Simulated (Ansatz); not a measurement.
**Ru: one atom moved over a plane**

The task, for Ru: map the energy of atom 1 (Ru) over a plane.

Method: DFT PBE, scalar-relativistic, plane waves, PAW, in Ansatz 0.2.0.

1 further run of the same task is left out (set aside as unsound or not needed). Runs told in other sessions of the task aren't counted.

### Step 1. The system as given

The structure is hexagonal, space group P6_3/mmc (No. 194). The conventional cell has a = 2.720 Å, b = 2.720 Å, c = 4.297 Å, α = 90.00°, β = 90.00°, γ = 120.00°. Ru (site symmetry -6m2) is surrounded by 12 Ru at 2.66 to 2.72 Å.

As a file:

```
CELL_PARAMETERS angstrom
2.72003 0.00000 0.00000
-1.36001 2.35561 0.00000
0.00000 0.00000 4.29677
ATOMIC_POSITIONS crystal
Ru 0.33333 0.66667 0.25000
Ru 0.66667 0.33333 0.75000
```

It is the result of an earlier relaxation at this level (volume 13.77 Å³/atom; gap on the mesh: none (metal)).

### Step 2. Zero of energy

The reference gives a free energy of -11757.3850 eV, pressure 0.06 GPa, largest force 0.000 eV/Å and gap on the mesh none (metal). It was computed beforehand with the settings of the runs below.

### Step 3. Next: one atom moved over a plane

Atom 1 (Ru) is moved by p along (1.000, 0.000, 0.000) and q along (0.000, 0.000, 1.000) (Å), all else fixed; its images in the other cells move with it. Points alike by symmetry are run once.

### Step 4. At p = -0.450, q = -0.450

Contents of input.yaml:

```yaml
crystal:
  lattice:
    - [2.7200250909, 0.0, 0.0]
    - [-1.3600125454, 2.3556108276, 0.0]
    - [0.0, 0.0, 4.2967694965]
  atoms:
    - { symbol: Ru, position: [0.167893683, 0.6666666667, 0.1452701558] }
    - { symbol: Ru, position: [0.6666666667, 0.3333333333, 0.75] }
basis:
  ecutwfc: 420
kpoints:
  mp_grid: { grid: [24, 24, 14] }
hamiltonian:
  xc: pbe
scf:
  occupations: { method: gaussian, width: 0.15 }
output:
  forces: true
  stress: true
  eigenvalues: true
```

Launch:

```sh
ansatz run input.yaml --threads 2 --pin off --max-ram 5120MiB --backend cpu --events-out ev --progress --plain --runs-dir out
```

### Step 5. Point p = -0.450, q = 0.000

Changes to input.yaml since step 4:

```diff
@@ -6,3 +6,3 @@
   atoms:
-    - { symbol: Ru, position: [0.167893683, 0.6666666667, 0.1452701558] }
+    - { symbol: Ru, position: [0.167893683, 0.6666666667, 0.25] }
     - { symbol: Ru, position: [0.6666666667, 0.3333333333, 0.75] }
```

### Step 6. p = 0.000, q = -0.450

Changes to input.yaml since step 5:

```diff
@@ -6,3 +6,3 @@
   atoms:
-    - { symbol: Ru, position: [0.167893683, 0.6666666667, 0.25] }
+    - { symbol: Ru, position: [0.3333333333, 0.6666666667, 0.1452701558] }
     - { symbol: Ru, position: [0.6666666667, 0.3333333333, 0.75] }
```

### Step 7. p = -0.450, q = -0.225

Changes to input.yaml since step 6:

```diff
@@ -6,3 +6,3 @@
   atoms:
-    - { symbol: Ru, position: [0.3333333333, 0.6666666667, 0.1452701558] }
+    - { symbol: Ru, position: [0.167893683, 0.6666666667, 0.1976350779] }
     - { symbol: Ru, position: [0.6666666667, 0.3333333333, 0.75] }
```

### Step 8. p = -0.225, q = -0.450

Changes to input.yaml since step 7:

```diff
@@ -6,3 +6,3 @@
   atoms:
-    - { symbol: Ru, position: [0.167893683, 0.6666666667, 0.1976350779] }
+    - { symbol: Ru, position: [0.2506135082, 0.6666666667, 0.1452701558] }
     - { symbol: Ru, position: [0.6666666667, 0.3333333333, 0.75] }
```

### Step 9. Point p = -0.225, q = 0.000

Changes to input.yaml since step 8:

```diff
@@ -6,3 +6,3 @@
   atoms:
-    - { symbol: Ru, position: [0.2506135082, 0.6666666667, 0.1452701558] }
+    - { symbol: Ru, position: [0.2506135082, 0.6666666667, 0.25] }
     - { symbol: Ru, position: [0.6666666667, 0.3333333333, 0.75] }
```

### Step 10. p = 0.000, q = -0.225

Changes to input.yaml since step 9:

```diff
@@ -6,3 +6,3 @@
   atoms:
-    - { symbol: Ru, position: [0.2506135082, 0.6666666667, 0.25] }
+    - { symbol: Ru, position: [0.3333333333, 0.6666666667, 0.1976350779] }
     - { symbol: Ru, position: [0.6666666667, 0.3333333333, 0.75] }
```

### Step 11. At p = -0.225, q = -0.225

Changes to input.yaml since step 10:

```diff
@@ -6,3 +6,3 @@
   atoms:
-    - { symbol: Ru, position: [0.3333333333, 0.6666666667, 0.1976350779] }
+    - { symbol: Ru, position: [0.2506135082, 0.6666666667, 0.1976350779] }
     - { symbol: Ru, position: [0.6666666667, 0.3333333333, 0.75] }
```

(Steps that only read results are left out.)

**Question.** What will these runs give? Wanted: highest point; lowest point away from the origin.

The runs gave:

| quantity | value |
| --- | --- |
| highest point | 2.423 eV/cell at (p, q) = (-0.450, -0.450) |
| lowest point away from the origin | 0.171 eV/cell at (-0.225, 0.000) |

The undisturbed cell is the lowest computed point. Read as harmonic, the points at ±0.225 Å give force constants of 6.74 eV/Å² along p and 12.47 eV/Å² along q: the atom moves more easily along p.
